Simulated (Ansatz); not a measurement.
Input of an Ansatz 0.2.0 run:

File input.yaml:

```yaml
crystal:
  lattice:
    - [0.0, 1.9156, 1.9156]
    - [1.896444, 0.0, 1.9156]
    - [1.896444, 1.9156, 0.0]
  atoms:
    - { symbol: Ir, position: [0.0, 0.0, 0.0] }
kpoints:
  mp_grid: { grid: [12, 12, 12] }
scf:
  occupations: { method: fermi_dirac, width: 0.05 }
hamiltonian:
  xc: pbe
  pseudopotentials: { kind: all_electron, lapw: { basis_error: 0.001 } }
output:
  forces: true
  stress: true
  eigenvalues: true
```

Potentials or basis: all-electron LAPW, scalar-relativistic.

Command:

```bash
$ ansatz run input.yaml --threads 1 --pin off --max-ram 3072MiB --backend cpu --events-out ev --progress --plain --runs-dir out
```

Problem. Estimate the band gap on the k mesh.

Solution. None (metal or under the smearing width).

Problem. What does it give for the pressure?

Solution. 15.3 GPa.

Stress tensor (GPa, compression positive):
```
18.07  0.00  0.00
 0.00 13.86  0.00
 0.00  0.00 13.86
```

The run has no spin-orbit coupling, so splittings on Ir are missing.
